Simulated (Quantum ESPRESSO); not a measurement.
Runs of Quantum ESPRESSO 7.5 on TiNi. Symmetry: P4/mmm, No. 123, tetragonal system. The conventional cell has a = 2.736 Å, b = 2.736 Å, c = 3.581 Å, α = 90.00°, β = 90.00°, γ = 90.00°. Ni (site symmetry 4/mmm) is surrounded by 8 Ti at 2.64 Å and 4 Ni at 2.74 Å. Ti (site symmetry 4/mmm) is surrounded by 8 Ni at 2.64 Å and 4 Ti at 2.74 Å. The cell comes from a database or a generator and needn't be the stable form of this composition.

```csv
task,level,spin,U,cell,k mesh,smearing,hubbard projectors,dos occupations,mesh quality,gap on the mesh (eV),pressure (GPa),moment (μB)
projected density of states,PBEsol,"collinear, antiferromagnetic start",-,as given,4 × 4 × 4,fermi-dirac 0.05 eV,ortho-atomic,tetrahedra_opt,coarse,none,-5.9,0.00
phonons,PBEsol,"collinear, ferromagnetic start",-,relaxed,8 × 8 × 7,cold 0.272 eV,-,-,not flagged,none,0.0,0.00
projected density of states,PBEsol+U,"collinear, antiferromagnetic start","Ni d U = 2 eV, Ti d U = 2 eV",as given,4 × 4 × 4,fermi-dirac 0.05 eV,ortho-atomic,tetrahedra_opt,coarse,none,-3.3,0.00
projected density of states,PBEsol+U,"collinear, antiferromagnetic start","Ni d U = 6 eV, Ti d U = 6 eV",as given,4 × 4 × 4,fermi-dirac 0.05 eV,ortho-atomic,tetrahedra_opt,coarse,none,(b),0.32
projected density of states,PBEsol+U,"collinear, antiferromagnetic start","Ni d U = 1 eV, Ti d U = 1 eV",as given,4 × 4 × 4,fermi-dirac 0.05 eV,ortho-atomic,tetrahedra_opt,coarse,none,-4.4,0.07
projected density of states,PBEsol+U,"collinear, antiferromagnetic start","Ni d U = 3 eV, Ti d U = 3 eV",as given,4 × 4 × 4,fermi-dirac 0.05 eV,ortho-atomic,tetrahedra_opt,coarse,none,(a),0.00
band structure,PBEsol,"collinear, ferromagnetic start",-,as given,10 × 10 × 8,fermi-dirac 0.05 eV,-,-,not flagged,none,(c),0.00
```

Alike in all rows: potentials or basis GBRV 1.5 PBEsol; cutoff (eV) 612.

Problem. Fill in the values left out.

Solution. (a) -1.8; (b) 4.5; (c) -6.3.

Caveats: some runs use coarse meshes; the U is typed as a test and isn't derived for this compound (some runs); the mesh is thin for the phonons of a metal (some runs).

A k mesh can miss the band edges.

A gap of «none» marks a metal or a gap under the smearing width.

Not every run made on this cell is shown here.
